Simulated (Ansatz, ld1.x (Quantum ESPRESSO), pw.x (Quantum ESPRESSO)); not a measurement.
**Equation-of-state test of one TM potential (platinum (Pt))**

- Element: platinum (Pt)
- Generator: ld1.x (Quantum ESPRESSO) 7.5
- Type: norm-conserving Troullier–Martins (Kleinman–Bylander form)
- Functional: PBE
- Relativity: scalar-relativistic
- Frozen core: [Xe] 4f14
- Valence charge: 10
- Reference configuration: 5d8.5 6s0 6p0 (charge +1.5)
- Partial waves: 6s (bound, empty): rc 2.40 bohr; 6p (bound, empty): rc 2.40 bohr; 5d (bound): rc 1.60 bohr
- Local potential: all-electron potential smoothed inside 1.50 bohr (lloc = -1)
- Core correction: a·sin(br)/r model core, default radius (core density twice the valence density)

Atomic tests: cutoffs needed: 40 Ry and 70 Ry (the cutoffs (Ry, on a coarse ladder) from which the occupation-weighted sum of valence levels, in a spherical-Bessel basis at the reference potential, stays within 10 and 1 mRy of its value at 400 Ry); ghost test: ghost states, extra bound levels that the all-electron valence spectrum of the same l lacks: s at -149.2 eV, p at -51.7 eV; a true bound ghost makes a file unfit for plane-wave use (spherical-Bessel basis up to 400 Ry, 20 bohr box); configuration tests: 2 of 7 tests not solved or not reliable.

Crystal test: diamond Pt in pw.x 7.5, no spin, 8³ k-points, Fermi–Dirac smearing 0.01 Ry, cutoffs 85/340 Ry. The reference is all-electron LAPW (Ansatz 0.2.0) with the same functional, mesh and smearing; V0 and B0 come from Birch–Murnaghan fits to the pressures at five volumes. Errors are pseudo minus all-electron; Δ is the rms difference of the E(V) curves that follow from these fits, minima aligned, over ±6 % about the mean V0. Mesh and smearing are coarse, so the numbers serve the comparison and aren't converged zero-temperature values; the lattice is a test structure that the element need not adopt.

```tsv
V (Å³/atom)	P all-electron (GPa)	P pseudo (GPa)
22.974	6.61	-32.06
23.578	3.04	-34.76
24.183	-0.00	-36.97
24.788	-2.58	-38.78
25.392	-4.77	-40.25
```

All-electron: a0 = 5.784 Å (V0 = 24.18 Å³/atom), B0 = 111.9 GPa.

Pseudopotential: mean pressure error (GPa): -37.02. The pressure does not cross zero within the volumes sampled, so no fit is given. This is a poor potential for the solid. Note: ghost states, extra bound levels that the all-electron valence spectrum of the same l lacks: s at -149.2 eV, p at -51.7 eV. A true bound ghost makes a file unfit for plane-wave use. Atomic configuration tests: 2 of 7 tests not solved or not reliable.

Task: At the middle volume, how do free energy and pressure move when the wave cutoff is lowered (ecutrho kept at four times it)?

Result:

| cutoff (Ry) | shift of F (meV/atom) | shift of P (GPa) |
| --- | --- | --- |
| 38 | +1374.7 | -35.81 |
| 51 | +126.4 | -6.70 |
| 68 | +3.5 | -1.31 |

Input at the middle volume:

```
&control
  calculation='scf', prefix='x', pseudo_dir='./', outdir='./tmp', tstress=.true., disk_io='low'
/
&system
  ibrav=0, nat=2, ntyp=1, ecutwfc=85, ecutrho=340, nbnd=18,
  occupations='smearing', smearing='fd', degauss=0.01
/
&electrons
  conv_thr=1e-09, mixing_beta=0.4, electron_maxstep=70
/
ATOMIC_SPECIES
Pt 1.0 Pt.UPF
CELL_PARAMETERS angstrom
  0.00000000 2.89181202 2.89181202
  2.89181202 0.00000000 2.89181202
  2.89181202 2.89181202 0.00000000
ATOMIC_POSITIONS crystal
Pt 0.0000 0.0000 0.0000
Pt 0.2500 0.2500 0.2500
K_POINTS automatic
8 8 8 0 0 0
```

```bash
pw.x < Pt.scf.in > Pt.scf.out
```

Lines of the output:

```
Message from routine setup:
     using ibrav=0 with symmetry is DISCOURAGED, use correct ibrav instead
     lattice parameter (alat)  =       7.7283  a.u.
     unit-cell volume          =     326.3899 (a.u.)^3
     number of electrons       =        20.00
     number of Kohn-Sham states=           18
     kinetic-energy cutoff     =      85.0000  Ry
     charge density cutoff     =     340.0000  Ry
     scf convergence threshold =      1.0E-09
     Exchange-correlation= PBE
     number of k points=    29  Fermi-Dirac smearing, width (Ry)=  0.0100
     iteration #  1     ecut=    85.00 Ry     beta= 0.40
     total energy              =    -181.02491086 Ry
     estimated scf accuracy    <      52.91922908 Ry
     iteration #  2     ecut=    85.00 Ry     beta= 0.40
     total energy              =    -187.35713393 Ry
     estimated scf accuracy    <      12.74543134 Ry
     iteration #  3     ecut=    85.00 Ry     beta= 0.40
     total energy              =    -187.57985412 Ry
     estimated scf accuracy    <       2.12390465 Ry
     iteration #  4     ecut=    85.00 Ry     beta= 0.40
     total energy              =    -187.83786096 Ry
     estimated scf accuracy    <       2.19447757 Ry
     iteration #  5     ecut=    85.00 Ry     beta= 0.40
     total energy              =    -188.16510653 Ry
     estimated scf accuracy    <       0.23940285 Ry
     iteration #  6     ecut=    85.00 Ry     beta= 0.40
     total energy              =    -188.21188320 Ry
     estimated scf accuracy    <       0.02671040 Ry
     iteration #  7     ecut=    85.00 Ry     beta= 0.40
     total energy              =    -188.21192625 Ry
     estimated scf accuracy    <       0.00863586 Ry
     iteration #  8     ecut=    85.00 Ry     beta= 0.40
     total energy              =    -188.21243741 Ry
     estimated scf accuracy    <       0.00080730 Ry
     iteration #  9     ecut=    85.00 Ry     beta= 0.40
     total energy              =    -188.21262398 Ry
     estimated scf accuracy    <       0.00002448 Ry
     iteration # 10     ecut=    85.00 Ry     beta= 0.40
     total energy              =    -188.21262029 Ry
     estimated scf accuracy    <       0.00003789 Ry
     iteration # 11     ecut=    85.00 Ry     beta= 0.40
     total energy              =    -188.21262666 Ry
     estimated scf accuracy    <       0.00002220 Ry
     iteration # 12     ecut=    85.00 Ry     beta= 0.40
     total energy              =    -188.21262981 Ry
     estimated scf accuracy    <       0.00000090 Ry
     iteration # 13     ecut=    85.00 Ry     beta= 0.40
     total energy              =    -188.21262991 Ry
     estimated scf accuracy    <       0.00000006 Ry
     iteration # 14     ecut=    85.00 Ry     beta= 0.40
     total energy              =    -188.21262992 Ry
     estimated scf accuracy    <       0.00000004 Ry
     iteration # 15     ecut=    85.00 Ry     beta= 0.40
     total energy              =    -188.21262992 Ry
     estimated scf accuracy    <       0.00000002 Ry
     iteration # 16     ecut=    85.00 Ry     beta= 0.40
     the Fermi energy is     8.5199 ev
!    total energy              =    -188.21262992 Ry
     estimated scf accuracy    <          4.3E-12 Ry
     smearing contrib. (-TS)   =      -0.01461489 Ry
     The total energy is F=E-TS. E is the sum of the following terms:
     one-electron contribution =     -49.40938627 Ry
     hartree contribution      =      37.15309033 Ry
     xc contribution           =     -77.36785796 Ry
     ewald contribution        =     -98.57386113 Ry
     convergence has been achieved in  16 iterations
          total   stress  (Ry/bohr**3)                   (kbar)     P=     -369.67
```

The run at the middle volume (29 k-points, 16 iterations) took about 65 s on one core of a shared host (Neoverse-V1, 64 threads, 495 GiB, load 34).
